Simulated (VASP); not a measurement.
# Sc (I4/mmm) in VASP: a series of runs

Runs on Sc. Level: LDA. Tasks: single point.

Program: VASP 6.6.1. These are calculated values, not measurements. Logs are shortened: lines on timing, memory, paths and dates and some standing lists are left out, and cuts for length are marked.

## 1. The cell of the first run

It takes space group I4/mmm (No. 139, tetragonal). Conventional cell: a = 2.729 Å, b = 2.729 Å, c = 4.541 Å, α = 90.00°, β = 90.00°, γ = 90.00°. Sc (site symmetry 4/mmm) has 12 Sc at 2.73 to 2.98 Å as nearest neighbours.

This isn't the form of Sc at room conditions, which is hcp.

## 2. Single point, LDA (strain -0.1500 x Voigt [1, 1, 0, 0, 0, 0], atoms carried along)

INCAR

```
SYSTEM = Sc
ALGO     = Fast           ! electronic algorithm
EDIFF    = 1E-7           ! SCF threshold, eV
ENCUT    = 520            ! plane-wave cutoff, eV
ISIF     = 2              ! what is computed and relaxed
ISMEAR   = 0              ! smearing method
LASPH    = .TRUE.         ! aspherical terms in the spheres
LCHARG   = .FALSE.        ! write CHGCAR
LREAL    = .FALSE.        ! projectors in reciprocal space
LWAVE    = .FALSE.        ! write WAVECAR
NBANDS   = 12             ! bands
NELM     = 80             ! most SCF steps
PREC     = Accurate       ! precision mode
SIGMA    = 0.15           ! smearing width, eV
```

KPOINTS

```
k-points
0
G
  18 18 18
  0 0 0
```

POSCAR

```
Sc
1.0
    0.0000000000      1.9299250000      2.2705000000
    1.9299250000      0.0000000000      2.2705000000
    1.9299250000      1.9299250000      0.0000000000
Sc
1
Direct
    0.0000000000      0.0000000000      0.0000000000
```

Potentials or basis: VASP PAW LDA potentials, release 64 (Sc_sv).

On the command line:

```bash
$ cat potpaw_LDA.64/Sc_sv/POTCAR > POTCAR
$ mpirun -np 1 vasp_std > vasp.out
```

OUTCAR:

```text
SYSTEM = Sc
   EDIFF = 1E-7
   ENCUT = 520
   ISIF = 2
   ISMEAR = 0
   LASPH = .TRUE.
   LREAL = .FALSE.
   NELM = 80
   PREC = Accurate

 ion  position               nearest neighbor table
   1  0.000  0.000  0.000-

  LATTYP: Found a body centered tetragonal cell.
 ALAT       =     2.7293261094
 C/A-ratio  =     1.6637806616

  Lattice vectors:

 A1 = (  -1.9299250000,   0.0000000000,   2.2705000000)
 A2 = (   1.9299250000,   0.0000000000,   2.2705000000)
 A3 = (   0.0000000000,   1.9299250000,  -2.2705000000)

Analysis of symmetry for initial positions (statically):
=====================================================================
 Subroutine PRICEL returns:
 Original cell was already a primitive cell.

 Routine SETGRP: Setting up the symmetry group for a
 body centered tetragonal supercell.

 Subroutine GETGRP returns: Found 16 space group operations
 (whereof 16 operations were pure point group operations)
 out of a pool of 16 trial point group operations.

The static configuration has the point symmetry D_4h.

Analysis of symmetry for dynamics (positions and initial velocities):
=====================================================================
 Subroutine PRICEL returns:
 Original cell was already a primitive cell.

 Routine SETGRP: Setting up the symmetry group for a
 body centered tetragonal supercell.

 Subroutine GETGRP returns: Found 16 space group operations
 (whereof 16 operations were pure point group operations)
 out of a pool of 16 trial point group operations.

The dynamic configuration has the point symmetry D_4h.

 Subroutine INISYM returns: Found 16 space group operations
 (whereof 16 operations are pure point group operations),
 and found     1 'primitive' translations

----------------------------------------------------------------------------------------

                                     Primitive cell

  volume of cell :      16.9135

  direct lattice vectors                    reciprocal lattice vectors
     0.000000000  1.929925000  2.270500000    -0.259077425  0.259077425  0.220215811
     1.929925000  0.000000000  2.270500000     0.259077425 -0.259077425  0.220215811
     1.929925000  1.929925000  0.000000000     0.259077425  0.259077425 -0.220215811

  length of vectors
     2.979896098  2.979896098  2.729326109     0.427477752  0.427477752  0.427477752

  position of ions in fractional coordinates (direct lattice)
     0.000000000  0.000000000  0.000000000

  ion indices of the primitive-cell ions
   primitive index   ion index
                 1           1

----------------------------------------------------------------------------------------

 KPOINTS: k-points

Automatic generation of k-mesh.
 Grid dimensions read from file:
 generate k-points for:   18   18   18

 Generating k-lattice:

  Cartesian coordinates                     Fractional coordinates (reciprocal lattice)
    -0.014393190  0.014393190  0.012234212     0.055555556 -0.000000000  0.000000000
     0.014393190 -0.014393190  0.012234212    -0.000000000  0.055555556  0.000000000
     0.014393190  0.014393190 -0.012234212     0.000000000  0.000000000  0.055555556

  Length of vectors
     0.023748764  0.023748764  0.023748764

  Shift w.r.t. Gamma in fractional coordinates (k-lattice)
     0.000000000  0.000000000  0.000000000

 Subroutine IBZKPT returns following result:
 ===========================================

 Found    480 irreducible k-points:

 Following reciprocal coordinates:
            Coordinates               Weight
  0.000000  0.000000  0.000000      1.000000
  0.055556  0.000000  0.000000      8.000000
  0.111111  0.000000  0.000000      8.000000
  0.166667 -0.000000  0.000000      8.000000
  0.222222  0.000000  0.000000      8.000000
  0.277778 -0.000000  0.000000      8.000000
[... 16 lines left out ...]
 -0.277778  0.055556  0.000000      8.000000
 -0.222222  0.055556  0.000000      8.000000
 [... further k-points ...]
   k-points           NKPTS =    480   k-points in BZ     NKDIM =    480   number of bands    NBANDS=     12
   number of dos      NEDOS =    301   number of ions     NIONS =      1
   total plane-waves  NPLWV =  11520
   dimension x,y,z NGX =    24 NGY =   24 NGZ =   20
   dimension x,y,z NGXF=    48 NGYF=   48 NGZF=   40
   ions per type =               1
   NGX,Y,Z   is equivalent  to a cutoff of  13.39, 13.39, 12.18 a.u.
   NGXF,Y,Z  is equivalent  to a cutoff of  26.78, 26.78, 24.36 a.u.
 SYSTEM =  Sc
   PREC   = accura    normal or accurate (medium, high low for compatibility)
   ISTART =      0    job   : 0-new  1-cont  2-samecut
   ICHARG =      2    charge: 1-file 2-atom 10-const
   ISPIN  =      1    spin polarized calculation?
   LNONCOLLINEAR =      F non collinear calculations
   LSORBIT =      F    spin-orbit coupling
   LASPH  =      T    aspherical Exc in radial PAW
   ENCUT  =  520.0 eV  38.22 Ry    6.18 a.u.   5.54  5.54  5.07*2*pi/ulx,y,z
   NELM   =     80;   NELMIN=  2; NELMDL= -5     # of ELM steps
   EDIFF  = 0.1E-06   stopping-criterion for ELM
   LREAL  =      F    real-space projection
[... 7 lines left out ...]
   TEBEG  =    0.0;   TEEND  =   0.0 temperature during run
   PSTRESS=    0.0 pullay stress
   NELECT =      11.0000    total number of electrons
   NUPDOWN=      -1.0000    fix difference up-down
   EMIN   =  10.00;   EMAX   =-10.00  energy-range for DOS
   EFERMI =   0.00;   METHOD = LEGACY
   ISMEAR =     0;   SIGMA  =   0.15  broadening in eV -4-tet -1-fermi 0-gaus
   EFERMI_NEDOS =   21; number of points for ismear=-14 and -15
   IALGO  =     68    algorithm
   IMIX   =      4    mixing-type and parameters
     AMIX     =   0.40;   BMIX     =  1.00
     AMIX_MAG =   1.60;   BMIX_MAG =  1.00
  volume/ion in A,a.u.               =      16.91       114.14
  Fermi-wavevector in a.u.,A,eV,Ry     =   1.418388  2.680364 27.372520  2.011823
  Thomas-Fermi vector in A             =   2.539518
   LORBIT       =      0    0 simple, 1 ext, 2 COOP (PROOUT), +10 PAW based schemes
   GGA     = CA    functional components
   LHFCALC =     F    Hartree Fock is set to
   AEXX    =    0.0000 exact exchange contribution
   IVDW    =     0    specifies the selected vdW correction
   LEPSILON=     F    determine dielectric tensor
   LRPA    =     F    only Hartree local field effects (RPA)
 non-spin polarized calculation
 RMM-DIIS sequential band-by-band and
 Gauss-broadening in eV      SIGMA  =   0.15
  energy-cutoff  :      520.00
  volume of cell :       16.91
 maximum number of plane-waves:       473
 NGX is ok and might be reduce to    24
   NGX = 11   NGY = 11   NGZ = 11

 number of electron      11.0000000 magnetization

 Free energy of the ion-electron system (eV)
  ---------------------------------------------------
  ext. energy  EPLUGINS =         0.00000000
  ---------------------------------------------------
  free energy    TOTEN  =        -6.29639816 eV

  energy without entropy =       -6.28257077  energy(sigma->0) =       -6.28948446

 E-fermi :   5.9993     XC(G=0): -11.8058

 val. band max:        5.9957788651   @ k =   0.2222   0.2222   0.0000
 cond. band min:       6.0011569745   @ k =  -0.2778   0.3333   0.0556
 fundamental gap:      0.0053781094
 Fermi energy:         5.9992722570

 k-point     1 :       0.0000    0.0000    0.0000
  band No.  band energies     occupation
      1     -42.0637      2.00000
      2     -20.3594      2.00000
      3     -20.2907      2.00000
      4     -20.2907      2.00000
      5       0.5108      2.00000
      6       6.9747      0.00000
      7       8.6920      0.00000
      8       8.6920      0.00000
      9       8.9126      0.00000
     10      11.1297      0.00000
     11      21.2944      0.00000
     12      23.0282      0.00000

 k-point     2 :       0.0556    0.0000    0.0000
  band No.  band energies     occupation
      1     -42.0548      2.00000
      2     -20.3774      2.00000
      3     -20.3272      2.00000
      4     -20.2916      2.00000
      5       0.6264      2.00000
      6       7.0079      0.00000
      7       8.5902      0.00000
      8       8.7382      0.00000
      9       8.9188      0.00000
     10      11.0658      0.00000
     11      21.4520      0.00000
     12      23.0598      0.00000

 k-point     3 :       0.1111    0.0000    0.0000
  band No.  band energies     occupation
      1     -42.0291      2.00000
      2     -20.4853      2.00000
      3     -20.3743      2.00000
      4     -20.2941      2.00000
      5       0.9609      2.00000
      6       7.0802      0.00000
      7       8.2912      0.00000
      8       8.8664      0.00000
      9       9.0003      0.00000
     10      10.8956      0.00000
     11      21.8431      0.00000
     12      22.9298      0.00000

 k-point     4 :       0.1667   -0.0000    0.0000
  band No.  band energies     occupation
      1     -41.9894      2.00000
      2     -20.6801      2.00000
      3     -20.4128      2.00000
      4     -20.2978      2.00000
      5       1.4780      2.00000
      6       7.1172      0.00000
      7       7.9024      0.00000
      8       9.0388      0.00000
      9       9.2233      0.00000
     10      10.6839      0.00000
     11      22.1566      0.00000
     12      22.2509      0.00000

 k-point     5 :       0.2222    0.0000    0.0000
  band No.  band energies     occupation
      1     -41.9404      2.00000
      2     -20.9164      2.00000
      3     -20.4564      2.00000
      4     -20.3024      2.00000
      5       2.1133      2.00000
      6       7.0359      0.00000
      7       7.5811      0.00000
      8       9.1684      0.00000
      9       9.6239      0.00000
     10      10.5456      0.00000
     11      21.0376      0.00000
     12      22.2767      0.00000
[... 228 lines left out ...]
      1     -41.7774      2.00000
      2     -21.6387      2.00000
      3     -20.6065      2.00000
      4     -20.3099      2.00000
      5       3.7910      2.00000
      6       7.0097      0.00000
      7       7.2651      0.00000
      8       8.7791      0.00000
      9      11.0744      0.00000
     10      11.8911      0.00000
     11      17.4153      0.00000
     12      20.0777      0.00000

 k-point    22 :      -0.3333    0.0556    0.0000
  band No.  band energies     occupation
      1     -41.8107      2.00000
      2     -21.5020      2.00000
      3     -20.5731      2.00000
      4     -20.3014      2.00000
      5       3.5808      2.00000
      6       6.7435      0.00000
      7       7.3290      0.00000
      8       8.9246      0.00000
      9      10.7546      0.00000
     10      11.3935      0.00000
     11      18.2848      0.00000
     12      20.6868      0.00000

 k-point    23 :      -0.2778    0.0556    0.0000
  band No.  band energies     occupation
      1     -41.8558      2.00000
      2     -21.3084      2.00000
      3     -20.5305      2.00000
      4     -20.2938      2.00000
      5       3.1314      2.00000
      6       6.6702      0.00000
      7       7.4515      0.00000
      8       9.1079      0.00000
      9      10.4315      0.00000
     10      10.7567      0.00000
     11      19.3396      0.00000
     12      21.4334      0.00000

 k-point    24 :      -0.2222    0.0556    0.0000
  band No.  band energies     occupation
      1     -41.9070      2.00000
      2     -21.0784      2.00000
      3     -20.4838      2.00000
      4     -20.2880      2.00000
      5       2.5028      2.00000
      6       6.8781      0.00000
      7       7.5442      0.00000
      8       9.2212      0.00000
      9      10.1184      0.00000
     10      10.2445      0.00000
     11      20.5138      0.00000
     12      22.0707      0.00000

 [... further k-points ...]
[... 5 lines left out ...]
  --------------------------------------------------------------------------------------
  -------------------------------------------------------------------------------------
  Total        2.8442623      2.8442623      2.1952335      0.0000000     -0.0000000      0.0000000
  in kB      269.4311858    269.4311858    207.9500027      0.0000000     -0.0000000      0.0000000
  external PRESSURE =     248.9374581 kB  Pullay stress =       0.0000000 kB

 VOLUME and BASIS-vectors are now :
 -----------------------------------------------------------------------------
  energy-cutoff  :      520.00
  volume of cell :       16.91
      direct lattice vectors                 reciprocal lattice vectors
     0.000000000  1.929925000  2.270500000    -0.259077425  0.259077425  0.220215811
     1.929925000  0.000000000  2.270500000     0.259077425 -0.259077425  0.220215811
     1.929925000  1.929925000  0.000000000     0.259077425  0.259077425 -0.220215811

 POSITION                                       TOTAL-FORCE (eV/Angst)
 -----------------------------------------------------------------------------------
      0.00000      0.00000      0.00000        -0.000000     -0.000000      0.000000
 -----------------------------------------------------------------------------------
    total drift:                                0.000000      0.000000     -0.000000

  FREE ENERGIE OF THE ION-ELECTRON SYSTEM (eV)
  ---------------------------------------------------
  free  energy   TOTEN  =        -6.2963981598 eV

  energy  without entropy=       -6.2825707692  energy(sigma->0) =       -6.28948446
```

Run time: 1.9 min. Hardware: 1 thread of Intel Xeon Platinum 8375C at 2.90GHz (Ice Lake), shared host; peak memory 0.2 GiB.

Results:

* Free energy: -6.2964 eV
* Pressure: 24.9 GPa
* Band gap on the k mesh: none (metal or under the smearing width)

Levels at points of the mesh, in eV from the Fermi level:
| k point | band 4 | band 5 | band 6 | band 7 | band 8 | band 9 |
| --- | --- | --- | --- | --- | --- | --- |
| (0.00, 0.00, 0.00) | -26.29 | -5.49 | 0.98 | 2.69 | 2.69 | 2.91 |
| (0.50, 0.00, 0.00) | -26.32 | -2.24 | 1.04 | 1.70 | 2.66 | 5.39 |
| (0.50, 0.50, 0.00) | -26.55 | -2.41 | -1.10 | 2.15 | 5.86 | 6.00 |
| (0.50, 0.00, 0.50) | -26.65 | -2.53 | -1.36 | 5.11 | 5.23 | 5.38 |

Caveat: so large a pressure means that the cell lies far from this level's equilibrium, or that cutoff or potentials fall short.

(Part 1 of 2 ends here.)
